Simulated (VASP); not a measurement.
# VASP 6.6.1, r²SCAN relaxation of cell and atoms, CdS (rocksalt)

INCAR

```
METAGGA = R2SCAN
LWAVE = .FALSE.
IBRION = 2
NELM = 120
LREAL = .FALSE.
ENCUT = 600
EDIFFG = -5E-3
NSW = 40
ALGO = Normal
ISIF = 3
EDIFF = 1E-7
LCHARG = .FALSE.
SIGMA = 0.02
NBANDS = 16
PREC = Accurate
ISMEAR = -1
LASPH = .TRUE.
```

KPOINTS

```
KPOINTS created by Atomic Simulation Environment
0
Gamma
8 8 8
0 0 0
```

POSCAR

```
Cd S
 1.0000000000000000
    -0.0000000000000000    2.7472987755774514    2.7472987755774514
     2.7472987755774514   -0.0000000000000000    2.7472987755774514
     2.7472987755774514    2.7472987755774514   -0.0000000000000000
 Cd  S
   1   1
Cartesian
  0.0000000000000000  0.0000000000000000  0.0000000000000000
  2.7472987755774514  2.7472987755774514  2.7472987755774514
```

VASP ran with the recommended PBE PAW datasets (18 valence electrons in the cell).

OSZICAR

```
N       E                     dE             d eps       ncg     rms          rms(c)
DAV:   1     0.897204381850E+02    0.89720E+02   -0.10296E+04   952   0.121E+03
DAV:   2    -0.304074044265E+02   -0.12013E+03   -0.11169E+03  1160   0.275E+02
DAV:   3    -0.345832499944E+02   -0.41758E+01   -0.41698E+01  1136   0.535E+01
DAV:   4    -0.346027742709E+02   -0.19524E-01   -0.19523E-01  1168   0.366E+00
DAV:   5    -0.346029664712E+02   -0.19220E-03   -0.19220E-03  1152   0.341E-01    0.697E+00
DAV:   6    -0.295308680525E+02    0.50721E+01   -0.32609E+00   952   0.264E+01    0.853E+00
DAV:   7    -0.294981328656E+02    0.32735E-01   -0.27438E-01  1112   0.537E+00    0.521E+00
DAV:   8    -0.295176941143E+02   -0.19561E-01   -0.69863E-02  1080   0.283E+00    0.116E+00
DAV:   9    -0.295221022769E+02   -0.44082E-02   -0.50750E-03  1064   0.656E-01    0.187E-01
DAV:  10    -0.295222279875E+02   -0.12571E-03   -0.16631E-03  1128   0.377E-01    0.115E-01
DAV:  11    -0.295221984094E+02    0.29578E-04   -0.68046E-05  1032   0.104E-01    0.860E-02
DAV:  12    -0.295221922752E+02    0.61342E-05   -0.79523E-05  1072   0.101E-01    0.853E-02
DAV:  13    -0.295221890424E+02    0.32329E-05   -0.62458E-06  1136   0.238E-02    0.122E-02
DAV:  14    -0.295221887052E+02    0.33717E-06   -0.21314E-07  1112   0.436E-03    0.647E-03
DAV:  15    -0.295221884288E+02    0.27640E-06   -0.23131E-08   544   0.134E-03    0.130E-03
DAV:  16    -0.295221884680E+02   -0.39179E-07   -0.30556E-09   520   0.480E-04
   1 F= -.29522188E+02 E0= -.29522188E+02  d E =-.295222E+02
       N       E                     dE             d eps       ncg     rms          rms(c)
DAV:   1    -0.296243416073E+02   -0.10215E+00   -0.20522E+00  1000   0.169E+01    0.243E+00
DAV:   2    -0.295336359072E+02    0.90706E-01   -0.19695E-01  1000   0.663E+00    0.874E-01
DAV:   3    -0.295253230826E+02    0.83128E-02   -0.20808E-02  1152   0.174E+00    0.723E-01
DAV:   4    -0.295245439335E+02    0.77915E-03   -0.16122E-03  1056   0.363E-01    0.194E-01
DAV:   5    -0.295245382722E+02    0.56613E-05   -0.86557E-05  1080   0.108E-01    0.825E-02
DAV:   6    -0.295245505337E+02   -0.12262E-04   -0.31743E-05  1048   0.501E-02    0.187E-02
DAV:   7    -0.295245500636E+02    0.47008E-06   -0.17598E-06  1152   0.105E-02    0.401E-03
DAV:   8    -0.295245502966E+02   -0.23300E-06   -0.14455E-07   872   0.364E-03    0.127E-03
DAV:   9    -0.295245502752E+02    0.21440E-07   -0.23456E-08   480   0.137E-03
   2 F= -.29524550E+02 E0= -.29524550E+02  d E =-.236181E-02
       N       E                     dE             d eps       ncg     rms          rms(c)
DAV:   1    -0.295357349008E+02   -0.11185E-01   -0.21918E-01   992   0.563E+00    0.833E-01
DAV:   2    -0.295263585570E+02    0.93763E-02   -0.20011E-02   976   0.205E+00    0.304E-01
DAV:   3    -0.295254308681E+02    0.92769E-03   -0.21669E-03  1144   0.575E-01    0.257E-01
DAV:   4    -0.295253080447E+02    0.12282E-03   -0.18741E-04  1072   0.116E-01    0.619E-02
DAV:   5    -0.295253026821E+02    0.53626E-05   -0.96175E-06  1016   0.337E-02    0.222E-02
DAV:   6    -0.295253024928E+02    0.18927E-06   -0.30426E-06  1064   0.145E-02    0.623E-03
DAV:   7    -0.295253030564E+02   -0.56356E-06   -0.16162E-07   848   0.343E-03    0.141E-03
DAV:   8    -0.295253031224E+02   -0.66032E-07   -0.20267E-08   472   0.154E-03
   3 F= -.29525303E+02 E0= -.29525303E+02  d E =-.311465E-02
```

From OUTCAR

```
k-points           NKPTS =     29   k-points in BZ     NKDIM =     29   number of bands    NBANDS=     16

   NELECT =      18.0000    total number of electrons

   dimension x,y,z NGX =    32 NGY =   32 NGZ =   32
   dimension x,y,z NGXF=    64 NGYF=   64 NGZF=   64

  energy-cutoff  :      600.00
  volume of cell :       40.76
      direct lattice vectors                 reciprocal lattice vectors
     0.000000000  2.731432410  2.731432410    -0.183054136  0.183054136  0.183054136
     2.731432410  0.000000000  2.731432410     0.183054136 -0.183054136  0.183054136
     2.731432410  2.731432410 -0.000000000     0.183054136  0.183054136 -0.183054136

 k-points in reciprocal lattice and weights: KPOINTS created by Atomic Simulation Env
   0.00000000  0.00000000  0.00000000       0.002
   0.12500000  0.00000000  0.00000000       0.016
   0.25000000  0.00000000  0.00000000       0.016
   0.37500000  0.00000000  0.00000000       0.016
   0.50000000  0.00000000  0.00000000       0.008
   0.12500000  0.12500000  0.00000000       0.012
   0.25000000  0.12500000  0.00000000       0.047
   0.37500000  0.12500000  0.00000000       0.047
   ...

 E-fermi :   3.0871

 k-point     1 :       0.0000    0.0000    0.0000
  band No.  band energies     occupation
      1     -10.6039      2.00000
      2      -5.1492      2.00000
      3      -5.1492      2.00000
      4      -5.1490      2.00000
      5      -5.1490      2.00000
      6      -5.1490      2.00000
      7       1.9454      2.00000
      8       1.9454      2.00000
      9       1.9454      2.00000
     10       4.2612      0.00000
     11      12.4288      0.00000
     12      12.4288      0.00000
     13      12.4288      0.00000
     14      14.6773      0.00000
     15      15.0572      0.00000
     16      15.0572      0.00000

 k-point     2 :       0.1250    0.0000    0.0000
  band No.  band energies     occupation
      1     -10.4670      2.00000
      2      -5.1997      2.00000
      3      -5.1997      2.00000
      4      -5.1641      2.00000
      5      -5.1199      2.00000
      6      -5.1199      2.00000
      7       0.8656      2.00000
      8       2.0455      2.00000
      9       2.0455      2.00000
     10       5.3338      0.00000
     11      11.2593      0.00000
     12      12.1798      0.00000
     13      12.1798      0.00000
     14      13.6239      0.00000
     15      13.6240      0.00000
     16      14.6177      0.00000

 k-point     3 :       0.2500    0.0000    0.0000
  band No.  band energies     occupation
      1     -10.1005      2.00000
      2      -5.3175      2.00000
      3      -5.3175      2.00000
      4      -5.2198      2.00000
      5      -5.0485      2.00000
      6      -5.0485      2.00000
      7      -0.6631      2.00000
      8       2.2982      2.00000
      9       2.2982      2.00000
     10       6.6200      0.00000
     11      10.1350      0.00000
     12      10.7703      0.00000
     13      10.7703      0.00000
     14      14.1408      0.00000
     15      14.1408      0.00000
     16      14.3195      0.00000

 k-point     4 :       0.3750    0.0000    0.0000
  band No.  band energies     occupation
      1      -9.6626      2.00000
      2      -5.4300      2.00000
      3      -5.4300      2.00000
      4      -5.3273      2.00000
      5      -4.9758      2.00000
      6      -4.9758      2.00000
      7      -1.7856      2.00000
      8       2.5745      2.00000
      9       2.5745      2.00000
     10       6.8771      0.00000
     11       9.5973      0.00000
     12       9.5973      0.00000
     13      10.0890      0.00000
     14      14.8547      0.00000
     15      15.4441      0.00000
     16      15.4441      0.00000

 k-point     5 :       0.5000    0.0000    0.0000
  band No.  band energies     occupation
      1      -9.4498      2.00000
      2      -5.4752      2.00000
      3      -5.4752      2.00000
      4      -5.4016      2.00000
      5      -4.9452      2.00000
      6      -4.9452      2.00000
      7      -2.1937      2.00000
      8       2.6992      2.00000
      9       2.6992      2.00000
     10       6.7592      0.00000
     11       9.1633      0.00000
     12       9.1633      0.00000
     13      10.2539      0.00000
     14      15.7418      0.00000
     15      16.3703      0.00000
     16      16.3703      0.00000

 k-point     6 :       0.1250    0.1250    0.0000
  band No.  band energies     occupation
      1     -10.4284      2.00000
      2      -5.2539      2.00000
      3      -5.1714      2.00000
      4      -5.1333      2.00000
      5      -5.1211      2.00000
      6      -5.1211      2.00000
      7       1.0689      2.00000
      8       1.7591      2.00000
      9       1.7591      2.00000
     10       5.7169      0.00000
     11      11.3323      0.00000
     12      11.3676      0.00000
     13      12.2541      0.00000
     14      12.2541      0.00000
     15      15.7473      0.00000
     16      16.1786      0.00000

 k-point     7 :       0.2500    0.1250    0.0000
  band No.  band energies     occupation
      1     -10.1590      2.00000
      2      -5.3386      2.00000
      3      -5.2002      2.00000
      4      -5.1986      2.00000
      5      -5.0761      2.00000
      6      -5.0413      2.00000
      7      -0.1200      2.00000
      8       1.7099      2.00000
      9       1.9829      2.00000
     10       6.7817      0.00000
     11       9.6549      0.00000
     12      10.5907      0.00000
     13      11.8076      0.00000
     14      12.8418      0.00000
     15      15.3195      0.00000
     16      15.9223      0.00000

 k-point     8 :       0.3750    0.1250    0.0000
  band No.  band energies     occupation
      1      -9.7716      2.00000
      2      -5.3876      2.00000
      3      -5.3181      2.00000
      4      -5.2527      2.00000
      5      -5.0066      2.00000
      6      -4.9661      2.00000
      7      -1.3568      2.00000
      8       1.9193      2.00000
      9       2.1339      2.00000
     10       7.2242      0.00000
     11       8.5521      0.00000
     12      10.7392      0.00000
     13      10.7403      0.00000
     14      13.7882      0.00000
     15      16.0915      0.00000
     16      16.1355      0.00000

 k-point     9 :       0.5000    0.1250    0.0000
  band No.  band energies     occupation
      1      -9.4921      2.00000
      2      -5.4172      2.00000
      3      -5.3595      2.00000
      4      -5.3389      2.00000
      5      -4.9444      2.00000
      6      -4.9388      2.00000
      7      -2.0243      2.00000
      8       1.9556      2.00000
      9       2.2937      2.00000
     10       7.2806      0.00000
     11       8.1347      0.00000
     12       9.8618      0.00000
     13      11.2819      0.00000
     14      14.8651      0.00000
     15      16.5296      0.00000
     16      17.2534      0.00000

 k-point    10 :      -0.3750    0.1250    0.0000
  band No.  band energies     occupation
      1      -9.5466      2.00000
      2      -5.4464      2.00000
      3      -5.3947      2.00000
      4      -5.2726      2.00000
      5      -4.9723      2.00000
      6      -4.9273      2.00000
      7      -1.8693      2.00000
      8       1.6238      2.00000
      9       2.6271      2.00000
     10       7.5399      0.00000
     11       8.3026      0.00000
     12       9.5751      0.00000
     13      11.0864      0.00000
     14      15.1529      0.00000
     15      15.5688      0.00000
     16      17.2087      0.00000

 k-point    11 :      -0.2500    0.1250    0.0000
  band No.  band energies     occupation
      1      -9.8881      2.00000
      2      -5.3943      2.00000
      3      -5.3397      2.00000
      4      -5.2097      2.00000
      5      -5.0425      2.00000
      6      -4.9702      2.00000
      7      -0.9987      2.00000
      8       1.4016      2.00000
      9       2.6848      2.00000
     10       7.4958      0.00000
     11       9.1250      0.00000
     12      10.0877      0.00000
     13      10.5366      0.00000
     14      13.6966      0.00000
     15      15.6199      0.00000
     16      16.1823      0.00000

 k-point    12 :      -0.1250    0.1250    0.0000
  band No.  band energies     occupation
      1     -10.2603      2.00000
      2      -5.2926      2.00000
      3      -5.2423      2.00000
      4      -5.1788      2.00000
      5      -5.1039      2.00000
      6      -5.0505      2.00000
      7       0.1244      2.00000
      8       1.5421      2.00000
      9       2.4286      2.00000
     10       6.4160      0.00000
     11      10.6830      0.00000
     12      10.7226      0.00000
     13      11.3430      0.00000
     14      12.8407      0.00000
     15      14.8214      0.00000
     16      15.7713      0.00000

 ...

  Total        0.0018672      0.0018672      0.0018672     -0.0000000     -0.0000000     -0.0000000
  in kB        0.0733987      0.0733987      0.0733987     -0.0000000     -0.0000000     -0.0000000
  external PRESSURE =       0.0733987 kB  Pullay stress =       0.0000000 kB

 POSITION                                       TOTAL-FORCE (eV/Angst)
 -----------------------------------------------------------------------------------
      0.00000      0.00000      0.00000         0.000000      0.000000     -0.000000
      2.73143      2.73143      2.73143        -0.000000      0.000000      0.000000
 -----------------------------------------------------------------------------------
    total drift:                                0.000000     -0.000000     -0.000000

  FREE ENERGIE OF THE ION-ELECTRON SYSTEM (eV)
  ---------------------------------------------------
  free  energy   TOTEN  =       -29.5253031224 eV

  energy  without entropy=      -29.5253031222  energy(sigma->0) =      -29.52530312
```

CONTCAR

```
Cd S
   1.00000000000000
     0.0000000000000000    2.7314324102659864    2.7314324102659864
     2.7314324102659864    0.0000000000000000    2.7314324102659864
     2.7314324102659864    2.7314324102659864   -0.0000000000000000
  Cd              S
     1     1
Direct
     0.0000000000000000    0.0000000000000000    0.0000000000000000
     0.5000000000000000    0.5000000000000000    0.5000000000000000

  0.00000000E+00  0.00000000E+00  0.00000000E+00
  0.00000000E+00  0.00000000E+00  0.00000000E+00
```

| Quantity | Value |
| --- | --- |
| relaxed cell vector lengths | 3.863, 3.863, 3.863 Å |
| relaxed cell volume | 40.76 Å³ |
